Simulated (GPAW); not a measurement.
# Rb (I4/mmm) in GPAW: convergence with plane-wave cutoff (eV)

Aim: find how far plane-wave cutoff (eV) must go before the results for Rb settle, at PBE. This setting moves, with any that are tied to it; all else stays.

All numbers are computed with GPAW 26.7.0; they aren't measurements. Logs are shortened: lines on timing, memory, paths and dates and some standing lists are left out, and cuts for length are marked. The log counts tension as positive stress, the text compression.

### Step 1. The crystal as given

The structure is tetragonal, space group I4/mmm (No. 139). Conventional cell: a = 5.909 Å, b = 5.909 Å, c = 5.462 Å, α = 90.00°, β = 90.00°, γ = 90.00°.

This isn't the form of Rb at room conditions, which is bcc.

### Step 2. With plane-wave cutoff (eV) 200

run.py

```python
from ase import Atoms
from ase.dft.bandgap import bandgap
from ase.io import write
from ase.units import GPa
from gpaw import GPAW, PW, setup_paths

setup_paths.insert(0, '.')

atoms = Atoms(['Rb'],
              cell=[[-2.9545118615, 2.9545118615, 2.7308451955],
                    [2.9545118615, -2.9545118615, 2.7308451955],
                    [2.9545118615, 2.9545118615, -2.7308451955]],
              scaled_positions=[[0.0, 0.0, 0.0]],
              pbc=True)

calc = GPAW(mode=PW(200),
            xc='PBE',
            kpts={'size': (5, 5, 5), 'gamma': True},
            occupations={'name': 'fermi-dirac', 'width': 0.05},
            setups={'Rb': 'jth'},
            nbands=-7,
            convergence={'density': 1e-05, 'energy': 1e-05},
            maxiter=100,
            txt='gpaw.txt')
atoms.calc = calc
energy = atoms.get_potential_energy()
forces = atoms.get_forces()
stress = atoms.get_stress()
calc.write('gs.gpw')
write('result.traj', atoms)
print(f'Energy: {energy:.6f} eV')
print('Forces (eV/A):')
print(forces.round(4))
print('Stress (GPa):', (stress / GPa).round(3))
print('Fermi level:', round(calc.get_fermi_level(), 4), 'eV')
print(f'Gap: {bandgap(calc)[0]:.4f} eV, direct: {bandgap(calc, direct=True)[0]:.4f} eV')
```

Potentials or basis: JTH PAW 2.0, PBE, pw.

Launch:

```console
$ OMP_NUM_THREADS=1 python run.py
```

gpaw.txt:

```text
__  _  _
 | _ |_)|_||  |
 |__||  | ||/\| - 26.7.0

Input parameters:
  mode=PW(ecut=200.0),
  convergence={'density': 1e-05, 'energy': 1e-05},
  kpts=MonkhorstPack(size=(5, 5, 5), gamma=True),
  maxiter=100,
  nbands=-7,
  occupations=Occupations(name='fermi-dirac', width=0.05),
  setups={'Rb': 'jth'},
  xc=XC(name='PBE')

Diagonalizing LCAO Hamiltonian
Converting LCAO to pw mode

       Rb

Atoms  # Å, Bohr magnetons
|   | symbol |        x |        y |        z |    initial magnetic moments |
|---|--------|----------|----------|----------|-----------------------------|
| 0 |     Rb | 0.000000 | 0.000000 | 0.000000 | ( 0.0000,  0.0000,  0.0000) |

Unit cell  # Å
| periodic |         x |         y |         z |  lengths |     angles |
|----------|-----------|-----------|-----------|----------|------------|
|      yes | -2.954512 |  2.954512 |  2.730845 | 4.991573 | 107.416089 |
|      yes |  2.954512 | -2.954512 |  2.730845 | 4.991573 | 107.416089 |
|      yes |  2.954512 |  2.954512 | -2.730845 | 4.991573 | 113.664635 |

Number of symmetries: 16
Symmetry operations  # r_c * U_cc + t_c -> r_c
|    | kind |            matrix            |
|----|------|------------------------------|
|  0 |  σ   |  1, 1, 1,  0, 0,-1,  0,-1, 0 |
|  1 |  C4  |  1, 1, 1,  0, 0,-1, -1, 0, 0 |
|  2 |  E   |  1, 0, 0,  0, 1, 0,  0, 0, 1 |
|  3 |  σ   |  1, 0, 0,  0, 1, 0, -1,-1,-1 |
|  4 |  σ   |  0, 1, 0,  1, 0, 0,  0, 0, 1 |
|  5 |  C2  |  0, 1, 0,  1, 0, 0, -1,-1,-1 |
|  6 |  C2  |  0, 0, 1, -1,-1,-1,  1, 0, 0 |
|  7 |  S4  |  0, 0, 1, -1,-1,-1,  0, 1, 0 |
|  8 |  C4  |  0, 0,-1,  1, 1, 1,  0,-1, 0 |
|  9 |  σ   |  0, 0,-1,  1, 1, 1, -1, 0, 0 |
| 10 |  σ   |  0,-1, 0, -1, 0, 0,  1, 1, 1 |
| 11 |  C2  |  0,-1, 0, -1, 0, 0,  0, 0,-1 |
| 12 |  C2  | -1, 0, 0,  0,-1, 0,  1, 1, 1 |
| 13 |  i   | -1, 0, 0,  0,-1, 0,  0, 0,-1 |
| 14 |  S4  | -1,-1,-1,  0, 0, 1,  1, 0, 0 |
| 15 |  C2  | -1,-1,-1,  0, 0, 1,  0, 1, 0 |

BZ-sampling:
  Number of BZ points: 125
  Number of IBZ points: 18

  Monkhorst-Pack size: [5, 5, 5]
  Monkhorst-Pack shift: [0, 0, 0]

K-points  # in reciprocal-cell coordinates
|     |                                coordinates |     weight |
|-----|--------------------------------------------|------------|
|   0 | (  0.00000000,   0.00000000,   0.00000000) | 0.00800000 |
|   1 | (  0.20000000,  -0.20000000,   0.00000000) | 0.03200000 |
|   2 | (  0.20000000,  -0.20000000,   0.20000000) | 0.03200000 |
|   3 | (  0.20000000,   0.00000000,   0.00000000) | 0.06400000 |
|   4 | (  0.20000000,   0.20000000,  -0.20000000) | 0.01600000 |
|   5 | (  0.40000000,  -0.40000000,   0.00000000) | 0.03200000 |
|   6 | (  0.40000000,  -0.40000000,   0.20000000) | 0.06400000 |
|   7 | (  0.40000000,  -0.40000000,   0.40000000) | 0.03200000 |
|   8 | (  0.40000000,  -0.20000000,   0.00000000) | 0.12800000 |
|   9 | (  0.40000000,  -0.20000000,   0.20000000) | 0.06400000 |
| ... |                                            |            |
|  17 | (  0.40000000,   0.40000000,   0.40000000) | 0.06400000 |

Plane wave coefficients: 635
Cutoff: 200.0 eV

Spin-components: 1 (collinear spins)
Bands:           11
Projectors:      5
Spin-degeneracy: 2
Datatype:        complex128

Parallelization:
  kpt:    1
  domain: 1
  band:   1

Density:
  Valence electrons: 9.0
  Components: 1
  Grid points: [18 18 18]
  Charge: 0.0  # |e|

Potential:
  Grid points: [18 18 18]

species:
  Rb:
    name:    Rubidium
    Z:       37.0
    valence: 9
    core:    28
    charge:  0.0  # [|e|]
    compensation charges:
      type: bessel
      rc: 0.93  # [Å]
      lmax: 2
    cutoffs:
      filter: 1.22  # [Å]
      core: 2.02  # [Å]
    projectors
    | kind |    occ | energy [eV] | rcut [Å] |
    |------|--------|-------------|----------|
    |   4s |  2.000 |     -31.894 |    1.007 |
    |   5s |  1.000 |      -2.232 |    1.007 |
    |   4p |  6.000 |     -15.964 |    1.170 |
    |    p |        |      27.211 |    1.170 |
    |    d |        |      27.211 |    1.170 |

    Using partial waves for Rb as LCAO basis

Reference energy: -81122.487975  # eV

eigensolver:
  PPCG
  Converge bands: occupied
  niter=2

density mixing:
  MSR1-Mixer
  Pratt-step length: 0.05
  Maximum mixing coefficient: 0.75
  Old densities: 10
  SVD Regularization: 0.005
  Good broyden scale: 1.0
  Trust region scale: 1.0
  Backstep threshold: 4.0
  History deletion threshold: 6.0
  Fourier metric: weight=20.0, sigma=0.015

occupation numbers:
  Fermi-Dirac:
    width: 0.0500  # eV

poisson solver:
  ecut: 1600.0  # eV

xc functional:
  name: PBE with 2 nearest neighbor stencil

convergence criteria:
[... 6 lines left out ...]
|iter     | |      energy | eigst |  dens |
|---------|-|-------------|-------|-------|
|iter:   1| |   -1.448082 | -0.46 |       |
|iter:   2| |   -1.391218 | -2.23 | -1.12 |
|iter:   3| |   -1.043074 | -1.33 | -1.17 |
|iter:   4| |   -1.035789 | -2.56 | -1.81 |
|iter:   5| |   -1.035063 | -3.88 | -2.09 |
|iter:   6| |   -1.035046 | -5.50 | -3.05 |
|iter:   7| |   -1.035047c| -6.83 | -3.75 |
|iter:   8| |   -1.035047c| -7.67c| -4.79 |
|iter:   9| |   -1.035047c| -8.40c| -5.21c|

Converged in 9 steps
Energy contributions relative to reference atoms: (reference = -81122.487975)

Energy contributions:
  Kinetic:          -5.341462
  Coulomb:           5.324652
  Zero:             -0.080647
  External:          0.000000
  Xc:               -0.933008
  Entropy:          -0.009166
  Spinorbit:         0.000000
  ----------------------------
  Free energy:      -1.039631
  Extrapolated:     -1.035047

dipole moment: (-18.101320, -18.101320, -16.730988)  # |e|*Ang

Fermi level: 1.356
Eigenvalues  # (at kpt = [0.000, 0.000, 0.000])
| band index |      eig [eV] | occ [0-2] |
|------------|---------------|-----------|
|          0 |       -27.748 |     2.000 |
|          1 |       -11.785 |     2.000 |
|          2 |       -11.785 |     2.000 |
|          3 |       -11.785 |     2.000 |
|          4 |        -0.570 |     2.000 |
|          5 |         4.766 |     0.000 |
|          6 |         5.173 |     0.000 |
|          7 |         5.174 |     0.000 |
|          8 |         5.644 |     0.000 |
|          9 |         6.219 |     0.000 |
|         10 |         7.799 |     0.000 |

No gap
No difference between direct/indirect transitions

Forces  # eV/Ang
|       x |        y |        z |
|---------|----------|----------|
| 0.00000 | -0.00000 | -0.00000 |  # Rb   0

Stress tensor  # eV/Ang^3
|         x |         y |        z |
|-----------|-----------|----------|
|  0.012722 | -0.000000 | 0.000000 |
| -0.000000 |  0.012722 | 0.000000 |
|  0.000000 |  0.000000 | 0.013623 |

# Writing to gs.gpw (mode='')
```

Run time: 3.4 s. Hardware: 1 thread of AMD EPYC 7R13 (Zen 3), shared host; peak memory 0.12 GiB.

Results:

```
Free energy            : -1.0396 eV
Pressure               : -2.1 GPa
Band gap on the k mesh : none (metal or under the smearing width)
```

### Step 3. With plane-wave cutoff (eV) 250

Edit run.py of step 2 so:

```diff
@@ -15,3 +15,3 @@
 
-calc = GPAW(mode=PW(200),
+calc = GPAW(mode=PW(250),
             xc='PBE',
```

Potentials or basis: JTH PAW 2.0, PBE, pw.

Launch:

```console
$ OMP_NUM_THREADS=1 python run.py
```

It took 3.3 s on 1 thread of AMD EPYC 7R13 (Zen 3), shared host; peak memory 0.13 GiB.

Results:

```
Free energy            : -1.1800 eV
Pressure               : 0.8 GPa
Band gap on the k mesh : none (metal or under the smearing width)
```

### Step 4. With plane-wave cutoff (eV) 300

Edit run.py of step 3 so:

```diff
@@ -15,3 +15,3 @@
 
-calc = GPAW(mode=PW(250),
+calc = GPAW(mode=PW(300),
             xc='PBE',
```

Launch:

```console
$ OMP_NUM_THREADS=1 python run.py
```

It took 3.5 s on 1 thread of AMD EPYC 7R13 (Zen 3), shared host; peak memory 0.13 GiB.

What came out:

```yaml
Free_energy: -1.0115 eV
Pressure: 1.2 GPa
Band_gap_on_the_k_mesh: none (metal or under the smearing width)
```

### Step 5. With plane-wave cutoff (eV) 350

Edit run.py of step 4 so:

```diff
@@ -15,3 +15,3 @@
 
-calc = GPAW(mode=PW(300),
+calc = GPAW(mode=PW(350),
             xc='PBE',
```

Launch:

```console
$ OMP_NUM_THREADS=1 python run.py
```

Run time: 5.1 s. Hardware: 1 thread of AMD EPYC 7R13 (Zen 3), shared host; peak memory 0.14 GiB.

What came out:

```
Free energy            : -0.9267 eV
Pressure               : 0.0 GPa
Band gap on the k mesh : none (metal or under the smearing width)
```

### Step 6. With plane-wave cutoff (eV) 400

Edit run.py of step 5 so:

```diff
@@ -15,3 +15,3 @@
 
-calc = GPAW(mode=PW(350),
+calc = GPAW(mode=PW(400),
             xc='PBE',
```

Potentials or basis: JTH PAW 2.0, PBE, pw.

Launch:

```console
$ OMP_NUM_THREADS=1 python run.py
```

It took 5.6 s on 1 thread of AMD EPYC 7R13 (Zen 3), shared host; peak memory 0.14 GiB.

What came out:

| Item | Value |
| --- | --- |
| Free energy | -0.9373 eV |
| Pressure | -0.3 GPa |
| Band gap on the k mesh | none (metal or under the smearing width) |

### Step 7. With plane-wave cutoff (eV) 500

Edit run.py of step 6 so:

```diff
@@ -15,3 +15,3 @@
 
-calc = GPAW(mode=PW(400),
+calc = GPAW(mode=PW(500),
             xc='PBE',
```

Launch:

```console
$ OMP_NUM_THREADS=1 python run.py
```

Wall time 7.7 s (1 thread of AMD EPYC 7R13 (Zen 3), shared host); peak memory 0.16 GiB.

Results (log left out):

| Property | Result |
| --- | --- |
| Free energy | -0.9537 eV |
| Pressure | 0.1 GPa |
| Band gap on the k mesh | none (metal or under the smearing width) |

### Step 8. With plane-wave cutoff (eV) 600

Edit run.py of step 7 so:

```diff
@@ -15,3 +15,3 @@
 
-calc = GPAW(mode=PW(500),
+calc = GPAW(mode=PW(600),
             xc='PBE',
```

Launch:

```console
$ OMP_NUM_THREADS=1 python run.py
```

Run time: 8.6 s. Hardware: 1 thread of AMD EPYC 7R13 (Zen 3), shared host; peak memory 0.17 GiB.

The run converged. Its results:

```yaml
Free_energy: -0.9267 eV
Pressure: 0.0 GPa
Band_gap_on_the_k_mesh: none (metal or under the smearing width)
```

### Step 9. With plane-wave cutoff (eV) 800

Edit run.py of step 8 so:

```diff
@@ -15,3 +15,3 @@
 
-calc = GPAW(mode=PW(600),
+calc = GPAW(mode=PW(800),
             xc='PBE',
```

Potentials or basis: JTH PAW 2.0, PBE, pw.

Launch:

```console
$ OMP_NUM_THREADS=1 python run.py
```

Wall time 14 s (1 thread of AMD EPYC 7R13 (Zen 3), shared host); peak memory 0.21 GiB.

The run converged. Its results:

```yaml
Free_energy: -0.9294 eV
Pressure: -0.1 GPa
Band_gap_on_the_k_mesh: none (metal or under the smearing width)
```

### Step 10. With plane-wave cutoff (eV) 1000

Edit run.py of step 9 so:

```diff
@@ -15,3 +15,3 @@
 
-calc = GPAW(mode=PW(800),
+calc = GPAW(mode=PW(1000),
             xc='PBE',
```

Launch:

```console
$ OMP_NUM_THREADS=1 python run.py
```

Run time: 17 s. Hardware: 1 thread of AMD EPYC 7R13 (Zen 3), shared host; peak memory 0.25 GiB.

The run converged. Its results:

- Free energy: -0.9237 eV
- Pressure: -0.1 GPa
- Band gap on the k mesh: none (metal or under the smearing width)

### Step 11. The series at a glance

```tsv
plane-wave cutoff (eV)	energy less the tightest run, at zero smearing (meV/atom)	pressure (GPa)	SCF cycles	CPU time (s)	peak memory (GiB)
200	-116.01	-2.09	9	3.4	0.12
250	-256.38	0.83	9	3.3	0.13
300	-87.84	1.16	10	3.5	0.13
350	-3.05	-0.02	9	5.1	0.14
400	-13.65	-0.30	10	5.6	0.14
500	-30.09	0.09	9	7.7	0.16
600	-3.01	-0.04	10	8.6	0.17
800	-5.78	-0.10	10	14	0.21
1000	0.00	-0.12	10	17	0.25
```

Against the tightest run, the pressure stays within 0.1 GPa from 600 on. Not settled before the last step: the energy (to 1 meV/atom). The tightest run that finished is the yardstick and may itself not be fully converged.

Caveats: the program truncates these outside data sets.
